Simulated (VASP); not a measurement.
# I (Im-3m) in VASP: notebook

Runs on I. Level: PBE. Tasks: single point.

Program: VASP 6.6.1. These are calculated values, not measurements. Logs are shortened: lines on timing, memory, paths and dates and some standing lists are left out, and cuts for length are marked.

## 1. The crystal as given

The structure is cubic, space group Im-3m (No. 229). The conventional cell has a = 4.179 Å, b = 4.179 Å, c = 4.179 Å, α = 90.00°, β = 90.00°, γ = 90.00°. I (site symmetry m-3m) is surrounded by 8 I at 3.62 Å.

The real solid is made of molecules; this cell is a model form.

## 2. Single point, PBE

INCAR reads:

```
SYSTEM = I
PREC = Accurate
ENCUT = 340
EDIFF = 1E-6
ISMEAR = 0
SIGMA = 0.05
LREAL = .FALSE.
LASPH = .TRUE.
NELM = 100
ALGO = Normal
ISIF = 2
LWAVE = .FALSE.
LCHARG = .FALSE.
GGA = PE
NBANDS = 10
ADDGRID = .FALSE.
```

KPOINTS reads:

```
Automatic mesh
0
G
  3 3 3
  0 0 0
```

POSCAR reads:

```
I
1.0
   -2.0893754423      2.0893754423      2.0893754423
    2.0893754423     -2.0893754423      2.0893754423
    2.0893754423      2.0893754423     -2.0893754423
I
1
Direct
    0.0000000000      0.0000000000      0.0000000000
```

Potentials or basis: VASP PAW PBE potentials, release 64 (I).

Launch:

```bash
$ cat potpaw_PBE.64/I/POTCAR > POTCAR
$ mpirun -np 1 vasp_std > vasp.out
```

OUTCAR:

```text
SYSTEM = I
   PREC = Accurate
   ENCUT = 340
   EDIFF = 1E-6
   ISMEAR = 0
   LREAL = .FALSE.
   LASPH = .TRUE.
   NELM = 100
   ISIF = 2
   GGA = PE

 Found      4 irreducible k-points:

 Following reciprocal coordinates:
            Coordinates               Weight
  0.000000  0.000000  0.000000      1.000000
  0.333333  0.000000  0.000000     12.000000
  0.333333  0.333333  0.000000      8.000000
 -0.333333  0.333333  0.333333      6.000000
   k-points           NKPTS =      4   k-points in BZ     NKDIM =      4   number of bands    NBANDS=     10
   number of dos      NEDOS =    301   number of ions     NIONS =      1
   total plane-waves  NPLWV =  13824
   dimension x,y,z NGX =    24 NGY =   24 NGZ =   24
   dimension x,y,z NGXF=    48 NGYF=   48 NGZF=   48
   ions per type =               1
   NGX,Y,Z   is equivalent  to a cutoff of  11.03, 11.03, 11.03 a.u.
   NGXF,Y,Z  is equivalent  to a cutoff of  22.05, 22.05, 22.05 a.u.
 SYSTEM =  I
   PREC   = accura    normal or accurate (medium, high low for compatibility)
   ISTART =      0    job   : 0-new  1-cont  2-samecut
   ICHARG =      2    charge: 1-file 2-atom 10-const
   ISPIN  =      1    spin polarized calculation?
   LNONCOLLINEAR =      F non collinear calculations
   LSORBIT =      F    spin-orbit coupling
   LASPH  =      T    aspherical Exc in radial PAW
   ENCUT  =  340.0 eV  24.99 Ry    5.00 a.u.   5.44  5.44  5.44*2*pi/ulx,y,z
   NELM   =    100;   NELMIN=  2; NELMDL= -5     # of ELM steps
   EDIFF  = 0.1E-05   stopping-criterion for ELM
   LREAL  =      F    real-space projection
   EDIFFG = 0.1E-04   stopping-criterion for IOM
   NSW    =      0    number of steps for IOM
   IBRION =     -1    ionic relax: 0-MD 1-quasi-New 2-CG
   NFREE  =      0    steps in history (QN), initial steepest desc. (CG)
   ISIF   =      2    stress and relaxation
   ISYM   =      2    0-nonsym 1-usesym 2-fastsym
   POTIM  = 0.5000    time-step for ionic-motion
   TEBEG  =    0.0;   TEEND  =   0.0 temperature during run
   PSTRESS=    0.0 pullay stress
   NELECT =       7.0000    total number of electrons
   NUPDOWN=      -1.0000    fix difference up-down
   EMIN   =  10.00;   EMAX   =-10.00  energy-range for DOS
   EFERMI =   0.00;   METHOD = LEGACY
   ISMEAR =     0;   SIGMA  =   0.05  broadening in eV -4-tet -1-fermi 0-gaus
   EFERMI_NEDOS =   21; number of points for ismear=-14 and -15
   IALGO  =     38    algorithm
   IMIX   =      4    mixing-type and parameters
     AMIX     =   0.40;   BMIX     =  1.00
     AMIX_MAG =   1.60;   BMIX_MAG =  1.00
  volume/ion in A,a.u.               =      36.48       246.21
  Fermi-wavevector in a.u.,A,eV,Ry     =   0.944215  1.784308 12.130172  0.891543
  Thomas-Fermi vector in A             =   2.071998
   LORBIT       =      0    0 simple, 1 ext, 2 COOP (PROOUT), +10 PAW based schemes
   GGA     = PE    functional components
   LHFCALC =     F    Hartree Fock is set to
   AEXX    =    0.0000 exact exchange contribution
   IVDW    =     0    specifies the selected vdW correction
   LEPSILON=     F    determine dielectric tensor
   LRPA    =     F    only Hartree local field effects (RPA)
 non-spin polarized calculation
 Gauss-broadening in eV      SIGMA  =   0.05
  energy-cutoff  :      340.00
  volume of cell :       36.48
 maximum number of plane-waves:       531
 NGX is ok and might be reduce to    24

 number of electron       6.9999996 magnetization

 Free energy of the ion-electron system (eV)
  ---------------------------------------------------
  ext. energy  EPLUGINS =         0.00000000
  ---------------------------------------------------
  free energy    TOTEN  =        -1.16435490 eV

  energy without entropy =       -1.15788555  energy(sigma->0) =       -1.16112023

 E-fermi :   4.6518     XC(G=0):  -8.8952

 val. band max:        4.0275120456   @ k =   0.3333   0.3333   0.0000
 cond. band min:       4.6924417986   @ k =   0.3333   0.0000   0.0000
 fundamental gap:      0.6649297530
 Fermi energy:         4.6517708062

 k-point     1 :       0.0000    0.0000    0.0000
  band No.  band energies     occupation
      1      -9.1505      2.00000
      2       4.9196      0.00000
      3       4.9196      0.00000
      4       4.9196      0.00000
      5      10.9766      0.00000
      6      13.8799      0.00000
      7      13.8799      0.00000
      8      13.8799      0.00000
      9      16.1294      0.00000
     10      16.1294      0.00000

 k-point     2 :       0.3333    0.0000    0.0000
  band No.  band energies     occupation
      1      -8.1991      2.00000
      2       0.8978      2.00000
      3       3.6697      2.00000
      4       4.6924      0.25000
      5      10.4561      0.00000
      6      11.7266      0.00000
      7      15.5318      0.00000
      8      15.7905      0.00000
      9      17.7091      0.00000
     10      18.3548      0.00000

 k-point     3 :       0.3333    0.3333    0.0000
  band No.  band energies     occupation
      1      -7.5742      2.00000
      2       0.9654      2.00000
      3       0.9654      2.00000
      4       4.0275      2.00000
      5      11.3447      0.00000
      6      13.8600      0.00000
      7      13.8600      0.00000
      8      17.6360      0.00000
      9      17.6360      0.00000
     10      19.8073      0.00000

 k-point     4 :      -0.3333    0.3333    0.3333
  band No.  band energies     occupation
      1      -7.4449      2.00000
      2       1.3922      2.00000
      3       2.2925      2.00000
      4       2.2925      2.00000
      5       9.5879      0.00000
      6      11.8100      0.00000
      7      16.0410      0.00000
      8      16.0410      0.00000
      9      17.0372      0.00000
     10      17.9595      0.00000

------------------------ aborting loop because EDIFF is reached ----------------------------------------

  FORCE on cell =-STRESS in cart. coord.  units (eV):
  Direction    XX          YY          ZZ          XY          YZ          ZX
  --------------------------------------------------------------------------------------
  -------------------------------------------------------------------------------------
  Total       -0.0131979     -0.0131979     -0.0131979      0.0000000     -0.0000000     -0.0000000
  in kB       -0.5795704     -0.5795704     -0.5795704      0.0000000     -0.0000000     -0.0000000
  external PRESSURE =      -0.5795704 kB  Pullay stress =       0.0000000 kB

 VOLUME and BASIS-vectors are now :
 -----------------------------------------------------------------------------
  energy-cutoff  :      340.00
  volume of cell :       36.48
      direct lattice vectors                 reciprocal lattice vectors
    -2.089375442  2.089375442  2.089375442     0.000000000  0.239305962  0.239305962
     2.089375442 -2.089375442  2.089375442     0.239305962  0.000000000  0.239305962
     2.089375442  2.089375442 -2.089375442     0.239305962  0.239305962  0.000000000

 POSITION                                       TOTAL-FORCE (eV/Angst)
 -----------------------------------------------------------------------------------
      0.00000      0.00000      0.00000         0.000000      0.000000      0.000000
 -----------------------------------------------------------------------------------
    total drift:                                0.000000     -0.000000      0.000000

  FREE ENERGIE OF THE ION-ELECTRON SYSTEM (eV)
  ---------------------------------------------------
  free  energy   TOTEN  =        -1.1643549039 eV

  energy  without entropy=       -1.1578855516  energy(sigma->0) =       -1.16112023
```

Run time: 2 s. Hardware: 1 thread of Intel Xeon Platinum 8488C (Sapphire Rapids), shared host; peak memory 0.12 GiB.

These settings aren't checked as converged: the numbers below hold their error.

Results:

```
Free energy            : -1.1644 eV
Pressure               : -0.1 GPa
Band gap on the k mesh : none (metal or under the smearing width)
```

Caveat: the k mesh is coarse (spacing up to 0.71 Å⁻¹), so the values aren't converged; an odd number of electrons without spin polarisation forces a metal; a magnetic or distorted state may lie lower.

## 3. Single point, PBE

This run uses another cell than the first one, of the same volume but with other edges.

INCAR is that of step 2.

KPOINTS is that of step 2.

POSCAR reads:

```
I
1.0
   -2.1240960000      2.1667550000      2.1089740000
    2.1114880000     -2.1329730000      2.0625830000
    2.0399160000      2.0487930000     -2.0751920000
I
1
Direct
    0.0126280000     -0.0160290000     -0.0040210000
```

Potentials or basis: VASP PAW PBE potentials, release 64 (I).

Launch:

```bash
$ cat potpaw_PBE.64/I/POTCAR > POTCAR
$ mpirun -np 1 vasp_std > vasp.out
```

It took 2.7 s on 1 thread of Intel Xeon Platinum 8488C (Sapphire Rapids), shared host; peak memory 0.13 GiB.

The run converged, but some of its settings lie outside the range that counts as converged, so its numbers aren't taken as properties of the crystal.

Results:

| Quantity | Value |
| --- | --- |
| Free energy | -1.1747 eV |
| Pressure | -0.1 GPa |
| Band gap on the k mesh | none (metal or under the smearing width) |

Caveat: the k mesh is coarse (spacing up to 0.72 Å⁻¹), so the values aren't converged; an odd number of electrons without spin polarisation forces a metal; a magnetic or distorted state may lie lower.

## 4. Single point, PBE

Changes to INCAR since step 3:

```diff
@@ -2,3 +2,3 @@
 PREC = Accurate
-ENCUT = 340
+ENCUT = 220
 EDIFF = 1E-6
```

KPOINTS reads:

```
Automatic mesh
0
G
  4 4 4
  0 0 0
```

POSCAR reads:

```
I
1.0
   -2.0893754423      2.0893754423      2.0893754423
    2.0893754423     -2.0893754423      2.0893754423
    2.0893754423      2.0893754423     -2.0893754423
I
1
Direct
    0.0000000000      0.0000000000      0.0000000000
```

Launch:

```bash
$ cat potpaw_PBE.64/I/POTCAR > POTCAR
$ mpirun -np 1 vasp_std > vasp.out
```

Wall time 1.9 s (1 thread of Intel Xeon Platinum 8488C (Sapphire Rapids), shared host); peak memory 0.11 GiB.

The run converged, but some of its settings lie outside the range that counts as converged, so its numbers aren't taken as properties of the crystal.

Results:

```yaml
Free_energy: -1.1392 eV
Pressure: -0.6 GPa
Band_gap_on_the_k_mesh: none (metal or under the smearing width)
```

Caveat: the k mesh is coarse (spacing up to 0.53 Å⁻¹), so the values aren't converged; an odd number of electrons without spin polarisation forces a metal; a magnetic or distorted state may lie lower.

## 5. Single point, PBE

This run uses another cell than the first one, of the same volume but with other edges.

INCAR is that of step 4.

KPOINTS is that of step 4.

POSCAR reads:

```
I
1.0
   -2.1240960000      2.1667550000      2.1089740000
    2.1114880000     -2.1329730000      2.0625830000
    2.0399160000      2.0487930000     -2.0751920000
I
1
Direct
    0.0126280000     -0.0160290000     -0.0040210000
```

Launch:

```bash
$ cat potpaw_PBE.64/I/POTCAR > POTCAR
$ mpirun -np 1 vasp_std > vasp.out
```

Wall time 2.9 s (1 thread of Intel Xeon Platinum 8488C (Sapphire Rapids), shared host); peak memory 0.11 GiB.

These settings aren't checked as converged: the numbers below hold their error.

What came out:

| Property | Result |
| --- | --- |
| Free energy | -1.1793 eV |
| Pressure | -1.0 GPa |
| Band gap on the k mesh | none (metal or under the smearing width) |

Caveat: the k mesh is coarse (spacing up to 0.54 Å⁻¹), so the values aren't converged; an odd number of electrons without spin polarisation forces a metal; a magnetic or distorted state may lie lower.

## 6. For comparison

An earlier run on the cell as given: functional PBE; potentials or basis VASP PAW PBE potentials, release 64 (I); cutoff 520 eV; k mesh 9 × 9 × 9; occupations fermi-dirac, width 0.05 eV; no spin polarisation.

* Pressure: -0.2 GPa
* Band gap on the k mesh: none (metal or under the smearing width)
